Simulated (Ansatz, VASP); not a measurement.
Given: the input of a run of Ansatz 0.2.0 on TaN.

Contents of input.yaml:

```yaml
crystal:
  lattice:
    - [0.0, 2.211323, 2.211323]
    - [2.211323, 0.0, 2.211323]
    - [2.211323, 2.211323, 0.0]
  atoms:
    - { symbol: Ta, position: [0.5, 0.5, 0.5] }
    - { symbol: "N", position: [0.0, 0.0, 0.0] }
kpoints:
  mp_grid: { grid: [10, 10, 10] }
scf:
  occupations: { method: gaussian, width: 0.024 }
hamiltonian:
  xc: pbe
  pseudopotentials: { kind: all_electron, lapw: { basis_error: 0.001 } }
output:
  forces: true
  stress: true
  eigenvalues: true
```

Potentials or basis: all-electron LAPW, scalar-relativistic.

Launch:

```console
$ ansatz run input.yaml --threads 1 --pin off --max-ram 3072MiB --backend cpu --events-out ev --progress --plain --runs-dir out
```

Question: Set up the same calculation for VASP 6.6.1. Potentials there: VASP PAW PBE potentials, release 64 (Ta_pv, N).

Answer: As run (the cutoff follows the program's own potentials):

The input INCAR:

```
SYSTEM = TaN
ALGO = Normal
EDIFF = 1E-6
ENCUT = 520
GGA = PE
ISIF = 2
ISMEAR = 0
LASPH = .TRUE.
LCHARG = .FALSE.
LREAL = .FALSE.
LWAVE = .FALSE.
NBANDS = 15
NELM = 100
PREC = Accurate
SIGMA = 0.024
```

File KPOINTS:

```
k-points
0
G
  10 10 10
  0 0 0
```

POSCAR

```
TaN
1.0
    0.0000000000      2.2113230000      2.2113230000
    2.2113230000      0.0000000000      2.2113230000
    2.2113230000      2.2113230000      0.0000000000
Ta N
1 1
Direct
    0.5000000000      0.5000000000      0.5000000000
    0.0000000000      0.0000000000      0.0000000000
```

Potentials or basis: VASP PAW PBE potentials, release 64 (Ta_pv, N).

Launch:

```bash
$ cat potpaw_PBE.64/Ta_pv/POTCAR potpaw_PBE.64/N/POTCAR > POTCAR
$ mpirun -np 1 vasp_std > vasp.out
```

Both were run:

|  | VASP | Ansatz | Ansatz less VASP |
| --- | --- | --- | --- |
| gap on the k mesh at the Fermi level (eV) | none | none | - |
| pressure (GPa) | -0.6 | -1.2 | -0.62 |

A gap of «none» marks a metal or a gap that the smearing closes. Ansatz ran all-electron here, so the differences hold the error of VASP's frozen core and of both bases.

The runs have no spin-orbit coupling, so splittings on Ta are missing.
